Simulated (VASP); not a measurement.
Wanted: the native input for a VASP 6.6.1 run.

| Quantity | Value |
| --- | --- |
| Task | single point |
| Functional | PBE |
| Potentials or basis | VASP PAW PBE potentials, release 64 (N, B) |
| Cutoff | 520 eV |
| k mesh | 12 × 12 × 4 |
| Occupations | fermi-dirac, width 0.05 eV |
| Spin | no spin polarisation |
| Further INCAR settings | ALGO = Normal; EDIFF = 1e-07; NBANDS = 16 |

The structure of BN lies in POSCAR:

```
BN
1.0
    2.4982400000      0.0000000000      0.0000000000
   -1.2491200000      2.1635393048      0.0000000000
    0.0000000000      0.0000000000      6.6357000000
N B
2 2
Direct
    0.6666666667      0.3333333333      0.2500000000
    0.3333333333      0.6666666667      0.7500000000
    0.6666666667      0.3333333333      0.7500000000
    0.3333333333      0.6666666667      0.2500000000
```

The input as run:

INCAR

```
SYSTEM = BN
ALGO = Normal ; EDIFF = 1E-7
ENCUT = 520 ; GGA = PE
ISIF = 2 ; ISMEAR = -1
LASPH = .True. ; LCHARG = .False.
LREAL = .False. ; LWAVE = .False.
NBANDS = 16 ; NELM = 80
PREC = Accurate ; SIGMA = 0.05
```

KPOINTS

```
k-points
0
Gamma
  12 12 4
  0 0 0
```

Potentials or basis: VASP PAW PBE potentials, release 64 (N, B).

Launch:

```console
$ cat potpaw_PBE.64/N/POTCAR potpaw_PBE.64/B/POTCAR > POTCAR
$ mpirun -np 1 vasp_std > vasp.out
```

It gave:

* Pressure: 5.1 GPa
* Band gap on the k mesh: 4.29 eV, indirect (least direct gap 4.66 eV)

Caveat: this functional lacks dispersion, which binds the layers, so the pressure and a relaxed spacing across them are unreliable.

Wall time 15 s on 1 thread of Intel(R) Xeon(R) 6975P-C (Granite Rapids) (shared host), peak memory 0.16 GiB.
